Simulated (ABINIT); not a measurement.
Write the native input for ABINIT 10.8.3 (patched build) that does the following.

| Quantity | Value |
| --- | --- |
| Task | relaxation of cell and atoms |
| Functional | AM05 |
| Potentials or basis | JTH PAW PBE v2.0 |
| Cutoff | 626 eV |
| k mesh | 10 × 10 × 8 |
| Occupations | fermi-dirac, width 0.05 eV |
| Spin | no spin polarisation |
| Cell freedom (optcell) | 2 |
| Cutoff smearing ecutsm (Ha) | 0.5 |
| Optimiser (ionmov) | 2 |
| Force stop (Ha/bohr) | 0.0005 |
| Fine-grid cutoff | 1224.51 eV |

Crystal: MgB2.

```
CELL_PARAMETERS angstrom
3.08500 0.00000 0.00000
-1.54250 2.67169 0.00000
0.00000 0.00000 3.52300
ATOMIC_POSITIONS crystal
Mg 0.00000 0.00000 0.00000
B 0.66667 0.33333 0.50000
B 0.33333 0.66667 0.50000
```

One way to write it, as run:

run.abi

```
# Pseudopotentials
pp_dirpath "./"
pseudos "Mg.GGA_PBE-JTH.xml, B.GGA_PBE-JTH.xml"

# Structure
acell 5.8298050945 5.8298050945 6.6575051371
rprim
     1.0000000000     0.0000000000     0.0000000000
    -0.5000000000     0.8660254038     0.0000000000
     0.0000000000     0.0000000000     1.0000000000
ntypat 2
znucl 12 5
natom 3
typat 1 2 2
xred
     0.0000000000     0.0000000000     0.0000000000
     0.6666666667     0.3333333333     0.5000000000
     0.3333333333     0.6666666667     0.5000000000
chkprim 0
chksymtnons 0
tolsym 1.0e-6

# Plane-wave basis
ecut 23.0
pawecutdg 45.0
pawxcdev 0
pawovlp -1

# k points
kptopt 1
ngkpt 10 10 8
nshiftk 1
shiftk 0.0 0.0 0.0

# Exchange and correlation
ixc -120135

# Bands and occupations
nband 12
occopt 3
tsmear 0.05 eV

# SCF cycle
nstep 100
tolvrs 1.0e-9

# Output
iomode 3
prtwf 0
prtden 0
prteig 0
prtebands 0

# Relaxation
ionmov 2
ntime 60
tolmxf 0.0005
optcell 2
dilatmx 1.08
ecutsm 0.5
```

Potentials or basis: JTH PAW PBE v2.0.

Run with:

```console
$ abinit run.abi > log 2>&1
```

Results of the run:

```json
{"Relaxed volume": "9.48 Å³/atom", "Relaxed cell": "a = 3.070 Å, b = 3.070 Å, c = 3.483 Å, α = 90.00°, β = 90.00°, γ = 120.00°", "Space group after relaxing (to 0.05 Å)": "P6/mmm (No. 191)", "Energy gained by relaxing": "1.9 meV/atom", "Ionic steps": "5", "Pressure after relaxing": "0.0 GPa", "Band gap on the k mesh": "none (metal or under the smearing width)"}
```

Caveat: the PAW data sets were made with another functional, which shifts forces and pressure a little; the atomic spheres overlap.

Wall time 2.3 min on 1 thread of Arm Neoverse V1 (shared host), peak memory 0.12 GiB.
